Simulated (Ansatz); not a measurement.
**Ga: energy and pressure over a range of volumes**

One table from this session's results is given with a row withheld; the runs are named, their logs left out.

Computed with Ansatz 0.2.0 (DFT PBE, scalar-relativistic, unless a step's input says otherwise).

### The system as given

Symmetry: C2/c, No. 15, monoclinic system. The conventional cell has a = 2.766 Å, b = 8.053 Å, c = 3.332 Å, α = 90.00°, β = 92.02°, γ = 90.00°. Around Ga (site symmetry 2) lie 8 Ga at 2.69 to 2.92 Å.

Coordinates:

```xyz
2
Lattice="1.3830 -4.0265 0.0000 1.3830 4.0265 0.0000 -0.1174 0.0000 3.3299" Properties=species:S:1:pos:R:3 pbc="T T T"
Ga    1.3536   -2.9716    0.8325
Ga    1.2949    2.9716    2.4974
```

The structure is an experimental refinement, used without relaxation.

Atoms are numbered in the order of the input: Ga1, Ga2.

Set-up of the first run:

File input.yaml:

```yaml
crystal:
  lattice:
    - [1.3550077528, -3.9450026874, 0.0]
    - [1.3550077528, 3.9450026874, 0.0]
    - [-0.1150727842, 0.0, 3.262531429]
  atoms:
    - { symbol: Ga, position: [0.869, 0.131, 0.25] }
    - { symbol: Ga, position: [0.131, 0.869, 0.75] }
kpoints:
  mp_grid: { grid: [14, 14, 11] }
scf:
  occupations: { method: fermi_dirac, width: 0.05 }
hamiltonian:
  xc: pbe
  pseudopotentials: { kind: all_electron, lapw: { basis_error: 0.0005 } }
output:
  forces: true
  stress: true
  eigenvalues: true
```

Among the steps run: Volume × 0.9405, LAPW; Volume × 0.9405, PAW; Volume × 0.9405, crystal datasets; Volume × 0.98, LAPW; Volume × 0.98, PAW; Volume × 1.02, LAPW; Volume × 1.02, PAW; Volume × 1.06, LAPW; Volume × 1.06, PAW; Volume × 1.06, crystal datasets.

One table of the session follows, with a row left open; its other results are not shown here.

It belongs to the step «The equation of state». 

| method | volume (Å³/atom) | pressure (GPa) | largest force (eV/Å) |
| --- | --- | --- | --- |
| LAPW | 17.440 | 5.93 | 0.216 |
| LAPW | 18.172 | 3.01 | 0.197 |
| LAPW | 18.543 | 1.77 | 0.187 |
| LAPW | 18.914 | 0.68 | 0.177 |
| LAPW | 19.656 | -1.12 | 0.155 |
| PAW | 17.440 | 5.90 | 0.216 |
| PAW | 18.172 | 2.98 | 0.197 |
| PAW | 18.543 | 1.74 | 0.187 |
| PAW | 18.914 | ? | ? |
| PAW | 19.656 | -1.14 | 0.155 |
| crystal datasets | 17.440 | 5.93 | 0.216 |
| crystal datasets | 18.543 | 1.77 | 0.187 |
| crystal datasets | 19.656 | -1.12 | 0.155 |

Q: Estimate the row for PAW, 18.914 from the others.

As computed: pressure (GPa): 0.66; largest force (eV/Å): 0.177. In the column «pressure (GPa)» it lies between crystal datasets, 19.656 (-1.12) and LAPW, 18.914 (0.68).

Limits of these values: Shape and positions are held, so a fully relaxed modulus can be lower. Warnings in the runs' records: crystal datasets made.
